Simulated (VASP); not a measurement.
Input of a VASP 6.6.1 run:

File INCAR:

```
SYSTEM = CuO
ALGO     = Normal         ! electronic algorithm
EDIFF    = 1E-6           ! SCF threshold, eV
EDIFFG   = -0.01          ! ionic threshold
ENCUT    = 580            ! plane-wave cutoff, eV
GGA      = PE             ! functional
IBRION   = 2              ! ionic algorithm
ISIF     = 3              ! what is computed and relaxed
ISMEAR   = -1             ! smearing method
LASPH    = .TRUE.         ! aspherical terms in the spheres
LCHARG   = .FALSE.        ! write CHGCAR
LREAL    = .FALSE.        ! projectors in reciprocal space
LWAVE    = .FALSE.        ! write WAVECAR
NELM     = 100            ! most SCF steps
NSW      = 60             ! ionic steps
PREC     = Accurate       ! precision mode
SIGMA    = 0.05           ! smearing width, eV
```

KPOINTS

```
k-points
0
G
  10 10 5
  0 0 0
```

The input POSCAR:

```
CuO
1.0
    2.3446500000     -1.7134000000      0.0000000000
    2.3446500000      1.7134000000      0.0000000000
   -0.8605543552      0.0000000000      5.0594363927
Cu O
2 2
Direct
    0.4968000000      0.0032000000      0.5000000000
    0.0032000000      0.4968000000      0.0000000000
    0.4056000000      0.5714000000      0.7537000000
    0.5714000000      0.4056000000      0.2537000000
```

Potentials or basis: VASP PAW PBE potentials, release 64 (Cu, O).

Command:

```bash
$ cat potpaw_PBE.64/Cu/POTCAR potpaw_PBE.64/O/POTCAR > POTCAR
$ mpirun -np 1 vasp_std > vasp.out
```

**Question.** What does it give for the space group after relaxing (to 0.05 Å)?

**Answer.** Cccm (No. 66).

**Question.** Estimate the relaxed cell.

**Answer.** a = 2.945 Å, b = 2.945 Å, c = 5.169 Å, α = 90.12°, β = 90.12°, γ = 86.21°.

Stress tensor (GPa, compression positive):
```
 0.04  0.00 -0.07
 0.00 -0.01  0.00
-0.07  0.00 -0.03
```

Caveat: the run has no spin polarisation, though such a crystal can be magnetic. Zero-point motion and thermal expansion aren't in these numbers.
